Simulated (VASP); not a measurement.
# Ru (P6_3/mmc) in VASP: a series of runs, part 2 of 2

VASP 6.6.1.

### Step 3. Optical spectrum, PBE, spin-orbit coupling, no magnetisation

INCAR reads:

```
PREC = Accurate
ENCUT = 520
EDIFF = 1E-6
ISMEAR = 0
SIGMA = 0.05
LREAL = False
LASPH = True
NELM = 80
ALGO = Normal
ISIF = 2
LWAVE = False
LCHARG = False
MAGMOM = 0 0 0 0 0 0
LORBIT = 11
LSORBIT = True
GGA_COMPAT = False
LMAXMIX = 4
GGA = PE
LOPTICS = True
NBANDS = 124
NEDOS = 3000
CSHIFT = 0.05
KPAR = 4
```

KPOINTS reads:

```
Automatic mesh
0
Gamma
  21 21 11
```

POSCAR reads:

```
Ru                                      
1.0
    2.6879024158      0.0000000000     -0.0000000000
   -1.3439512079      2.3277917750      0.0000000000
    0.0000000000      0.0000000000      4.2552087736
  Ru            
     2
Direct
     0.3333333332999970    0.6666666667000030    0.2500000000000000
     0.6666666667000030    0.3333333332999970    0.7500000000000000
```

Potentials or basis: VASP PAW PBE potentials, release 64 (Ru_pv).

Started as:

```sh
cat potpaw_PBE.64/Ru_pv/POTCAR > POTCAR
mpirun -np 4 vasp_ncl > vasp.out
```

OUTCAR:

```text
PREC = Accurate
   ENCUT = 520
   EDIFF = 1E-6
   ISMEAR = 0
   LREAL = False
   LASPH = True
   NELM = 80
   ISIF = 2
   LORBIT = 11
   LSORBIT = True
   GGA = PE

 ion  position               nearest neighbor table
   1  0.333  0.667  0.250-   2 2.63   2 2.63   2 2.63   2 2.63   2 2.63   2 2.63
   2  0.667  0.333  0.750-   1 2.63   1 2.63   1 2.63   1 2.63   1 2.63   1 2.63

  LATTYP: Found a hexagonal cell.
 ALAT       =     2.6879024158
 C/A-ratio  =     1.5830964504

  Lattice vectors:

 A1 = (   2.6879024158,   0.0000000000,   0.0000000000)
 A2 = (  -1.3439512079,   2.3277917750,   0.0000000000)
 A3 = (   0.0000000000,   0.0000000000,   4.2552087736)

[... 1726 lines left out ...]
 l=   3
     0.0000000     0.0000000     0.0000000     0.0000000     0.0000000     0.0000000     0.0000000
     0.0000000     0.0000000     0.0000000     0.0000000     0.0000000     0.0000000     0.0000000
     0.0000000     0.0000000     0.0000000     0.0000000     0.0000000     0.0000000     0.0000000
     0.0000000     0.0000000     0.0000000     0.0000000     0.0000000     0.0000000     0.0000000
     0.0000000     0.0000000     0.0000000     0.0000000     0.0000000     0.0000000     0.0000000
     0.0000000     0.0000000     0.0000000     0.0000000     0.0000000     0.0000000     0.0000000
     0.0000000     0.0000000     0.0000000     0.0000000     0.0000000     0.0000000     0.0000000

 total charge

# of ion       s       p       d       tot
------------------------------------------
    1        0.414   6.328   5.974  12.716
    2        0.414   6.328   5.974  12.716
--------------------------------------------------
tot          0.828  12.656  11.949  25.433

 magnetization (x)

# of ion       s       p       d       tot
------------------------------------------
    1       -0.000   0.000   0.000   0.000
    2       -0.000   0.000   0.000  -0.000
--------------------------------------------------
tot         -0.000   0.000   0.000   0.000

 magnetization (y)

# of ion       s       p       d       tot
------------------------------------------
    1        0.000   0.000   0.000   0.000
    2        0.000  -0.000   0.000   0.000
--------------------------------------------------
tot          0.000  -0.000   0.000   0.000

 magnetization (z)

# of ion       s       p       d       tot
------------------------------------------
    1        0.000   0.000   0.000   0.000
    2        0.000   0.000   0.000   0.000
--------------------------------------------------
tot          0.000   0.000   0.000   0.000
```

stdout:

```text
POSCAR found type information on POSCAR Ru
 POSCAR found :  1 types and       2 ions
 scaLAPACK will be used
 LDA part: xc-table for (Slater+PW92), standard interpolation
 POSCAR, INCAR and KPOINTS ok, starting setup
 FFT: planning ... GRIDC
 FFT: planning ... GRID_SOFT
 FFT: planning ... GRID
 WAVECAR not read
 entering main loop
 optical routines
 imaginary and real dielectric function
 recalculating local potential from charge density
 direction            1
 direction            2
 direction            3
```

Wall time 3 min (4 MPI ranks of Intel Xeon 6975P-C (Granite Rapids), shared host); peak memory 2 GiB.

Results:

```
Free energy                                           : -18.6976 eV
Pressure                                              : 11.5 GPa
Valence electrons inside the program's atomic spheres : Ru 12.72
```

Stress tensor (GPa, compression positive):
```
11.96  0.00  0.00
 0.00 11.96  0.00
 0.00  0.00 10.61
```

Dielectric function (mean over the directions given):
| energy (eV) | real part | imaginary part |
| --- | --- | --- |
| 0.29 | 30.21 | 50.46 |
| 0.76 | 58.29 | 50.23 |
| 1.24 | 41.45 | 22.19 |
| 1.71 | 34.22 | 47.32 |
| 2.28 | 1.86 | 58.76 |
| 2.76 | -7.04 | 36.71 |
| 3.24 | -14.40 | 33.51 |
| 3.81 | -11.56 | 19.02 |
| 4.28 | -13.34 | 12.29 |
| 4.76 | -10.24 | 10.67 |
| 5.33 | -8.13 | 6.46 |
| 5.81 | -6.39 | 4.70 |
| 6.28 | -5.24 | 4.17 |
| 6.85 | -4.72 | 3.04 |
| 7.33 | -3.35 | 2.38 |
| 7.80 | -2.76 | 1.67 |
| 8.28 | -1.89 | 1.33 |
| 8.85 | -1.14 | 1.08 |
| 9.33 | -0.45 | 1.14 |
| 9.80 | -0.19 | 0.84 |
| 10.37 | 0.38 | 1.11 |
| 10.85 | 1.20 | 1.23 |
| 11.33 | 1.20 | 1.49 |
| 11.90 | 1.16 | 1.75 |
| 12.37 | 1.50 | 1.75 |
| 12.85 | 1.13 | 1.93 |
| 13.42 | 1.47 | 1.76 |
| 13.90 | 1.27 | 1.94 |
| 14.37 | 1.57 | 2.06 |
| 14.85 | 1.63 | 2.10 |
| 15.42 | 1.93 | 2.04 |
| 15.90 | 2.05 | 2.36 |
| 16.37 | 2.19 | 2.59 |
| 16.94 | 2.43 | 3.20 |
| 17.42 | 2.24 | 4.12 |
| 17.89 | 1.03 | 4.76 |
| 18.47 | 0.15 | 3.84 |
| 18.94 | -0.26 | 3.66 |
| 19.42 | -0.44 | 3.24 |
| 19.99 | -0.87 | 2.99 |

Caveat: independent-particle spectra lack excitons.

### Step 4. Elastic constants, PBE

This run uses another cell than the first one, of 13.76 Å³/atom, 1.033 times its volume.

POSCAR reads:

```
Ru
1.0
    2.7179492861     -0.0000000000     -0.0000000000
   -1.3589746431      2.3538131281     -0.0000000000
    0.0000000000      0.0000000000      4.3005685480
  Ru
     2
Direct
     0.3333333332999970    0.6666666667000030    0.2500000000000000
     0.6666666667000030    0.3333333332999970    0.7500000000000000
```

INCAR.step1 reads:

```
PREC     = Accurate       # precision mode
ENCUT    = 600            # plane-wave cutoff, eV
EDIFF    = 1E-8           # SCF threshold, eV
ISMEAR   = 1              # smearing method
SIGMA    = 0.2            # smearing width, eV
LREAL    = F              # projectors in reciprocal space
LASPH    = T              # aspherical terms in the spheres
NELM     = 80             # most SCF steps
ALGO     = Normal         # electronic algorithm
ISIF     = 3              # what is computed and relaxed
LWAVE    = F              # write WAVECAR
LCHARG   = F              # write CHGCAR
GGA      = PE             # functional
KPAR     = 2            
IBRION   = 2              # ionic algorithm
NSW      = 40             # ionic steps
EDIFFG   = -0.002         # ionic threshold
```

INCAR.step2 reads:

```
PREC     = Accurate       # precision mode
ENCUT    = 600            # plane-wave cutoff, eV
EDIFF    = 1E-8           # SCF threshold, eV
ISMEAR   = 1              # smearing method
SIGMA    = 0.2            # smearing width, eV
LREAL    = F              # projectors in reciprocal space
LASPH    = T              # aspherical terms in the spheres
NELM     = 80             # most SCF steps
ALGO     = Normal         # electronic algorithm
ISIF     = 3              # what is computed and relaxed
LWAVE    = F              # write WAVECAR
LCHARG   = F              # write CHGCAR
GGA      = PE             # functional
KPAR     = 2            
IBRION   = 6              # ionic algorithm
NFREE    = 2            
POTIM    = 0.015          # step
NSW      = 1              # ionic steps
```

KPOINTS reads:

```
regular mesh
0
Gamma
  30 30 16
```

Started as:

```sh
cat potpaw_PBE.64/Ru_pv/POTCAR > POTCAR
cp INCAR.step1 INCAR
mpirun -np 2 vasp_std > vasp.out
cp CONTCAR POSCAR
cp INCAR.step2 INCAR
mpirun -np 2 vasp_std > vasp.out
```

It took 1.5 h on 2 MPI ranks of Intel Xeon Platinum 8488C (Sapphire Rapids), shared host; peak memory 3.2 GiB.

It converged, with:

```yaml
Voigt_bulk_modulus: 315 GPa
Highest_phonon_frequency_at_Γ: 254 cm⁻¹
```

The path:
| step | energy change (eV) | largest force (eV/Å) | pressure (GPa) | volume (Å³) |
| --- | --- | --- | --- | --- |
| 1 | 0.0000 | 0.0000 | -0.02 | 27.51 |
| 2 | -0.0001 | 0.0000 | 0.14 | 27.51 |
| 3 | -0.0003 | 0.0000 | 0.06 | 27.51 |
| 4 | -0.0003 | 0.0000 | 0.06 | 27.51 |
| 5 | -0.0003 | 0.0000 | -0.16 | 27.53 |
| 6 | -0.0003 | 0.0000 | 0.01 | 27.51 |
| 7 | -0.0003 | 0.0000 | 0.00 | 27.51 |

Phonon frequencies in cm⁻¹ (negative: imaginary):
```
              q point        frequencies
(0.000, 0.000, 0.000)  0 0 0 195 195 254
```

Elastic tensor in Voigt notation (GPa, in the Cartesian axes of the cell as first typed):
```
571 183 170   0   0   0
183 571 170   0   0   0
170 170 644   0   0   0
  0   0   0 189   0   0
  0   0   0   0 189   0
  0   0   0   0   0 194
```

Clamped-ion elastic tensor (GPa):
```
577 177 170   0   0   0
177 577 170   0   0   0
170 170 644   0   0   0
  0   0   0 189   0   0
  0   0   0   0 189   0
  0   0   0   0   0 200
```

### Step 5. Overview

| task | spin | cell | k mesh | cutoff (eV) | smearing | ions in elastic constants | pressure (GPa) |
| --- | --- | --- | --- | --- | --- | --- | --- |
| optical spectrum | off | P6_3/mmc, 13.31 Å³/atom | 30 × 30 × 17 | 520 | gaussian 0.05 eV | - | 11.2 |
| optical spectrum | SOC, no magnetisation | P6_3/mmc, 13.31 Å³/atom | 21 × 21 × 11 | 520 | gaussian 0.05 eV | - | 11.5 |
| elastic constants | off | P6_3/mmc, 13.76 Å³/atom | 30 × 30 × 16 | 600 | methfessel-paxton 0.2 eV | relaxed | - |

Alike in all rows: level PBE; potentials or basis VASP PAW PBE potentials, release 64 (Ru_pv).

Caveats: independent-particle spectra lack excitons (some runs); the intraband (Drude) part of a metal's response may be missing (some runs).

Total energies depend on the potentials used, so only differences within one code and one set of settings carry meaning.
